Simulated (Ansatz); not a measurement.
LiF (Griceite):

```xyz
2
Lattice="0.0000 2.0140 2.0140 2.0140 0.0000 2.0140 2.0140 2.0140 0.0000" Properties=species:S:1:pos:R:3 pbc="T T T"
F     2.0140    2.0140    2.0140
Li    0.0000    0.0000    0.0000
```

Base run:

```yaml
Program: Ansatz 0.2.0
Functional: HSE06
Potentials_or_basis: all-electron PAW datasets made for the crystal
Cutoff: 430 eV (chosen from the basis error)
k_mesh: 8 × 8 × 8
Occupations: fermi-dirac, width 0.05 eV
Spin: no spin polarisation
```

Its results: band gap on the k mesh 11.37 eV, direct; pressure -1.0 GPa.

**Question.** The run is repeated on the same cell with these changes: functional from HSE06 to PBE0. What comes out?

**Answer.** Band gap on the k mesh 12.13 eV, direct; pressure -1.2 GPa.

A k mesh can miss the band edges.
